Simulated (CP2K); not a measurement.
Pt:

```
CELL_PARAMETERS angstrom
2.77313 0.00000 0.00000
1.38657 2.40160 0.00000
1.38657 0.80053 2.26425
ATOMIC_POSITIONS crystal
Pt 0.00000 0.00000 0.00000
```

Program: CP2K 2026.2. Alike in all runs: task single point; potentials or basis POTENTIAL_UZH Pt GTH-SCAN-q18; TZVP-MOLOPT-SCAN-GTH basis; no spin polarisation; cell as given; k mesh 12 × 12 × 12; smearing fermi-dirac 0.05 eV.

Problem. Order these runs on this cell by their pressure, lowest first.
A. level r2SCAN+D3(BJ); cutoff radius of the dispersion sum (A) 20; D3 from the s-dftd3 library (D3_REFERENCE_CODE) yes
B. level r2SCAN
C. level r2SCAN+D4; cutoff radius of the dispersion sum (A) 20

Solution. A (3.9 GPa), C (5.6 GPa), B (7.8 GPa).

Caveats: the basis of atomic orbitals isn't converged, which shifts pressures, moduli and gaps; pairwise dispersion overbinds metals, which lowers pressure and volume (some runs).

Runs at the PBE level aren't shown here.
